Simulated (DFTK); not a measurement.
Runs of DFTK 0.8.2 on MgS (Niningerite). The structure is cubic, space group Fm-3m (No. 225). Conventional cell: a = 5.203 Å, b = 5.203 Å, c = 5.203 Å, α = 90.00°, β = 90.00°, γ = 90.00°. S (site symmetry m-3m) is surrounded by 6 Mg at 2.60 Å. Mg (site symmetry m-3m) is surrounded by 6 S at 2.60 Å. 

| level | gap on the mesh (eV) |
| --- | --- |
| r2SCAN0 | 6.14 |
| r2SCAN | 4.47 |
| r2SCAN50 | (a) |
| r2SCANh | 5.14 |

Alike in all rows: task single point; potentials or basis cp2k.nc.sr.pbe.v0_1.largecore.gth (PBE, GTH, large core); no spin polarisation; cell as given; k mesh 3 × 3 × 3; cutoff (eV) 816; smearing fermi-dirac 0.05 eV; the mesh is coarse, so values aren't converged.

Question: Fill in the values left out.

Answer: (a) 7.80.

Caveats: all runs use coarse meshes; this set keeps more shells in the core, which shifts pressures and gaps; an odd mesh through Γ misses points on the zone boundary, where band edges often lie; the program warned that the kinetic-energy density falls under its von Weizsäcker bound, which can give unphysical results (some runs).
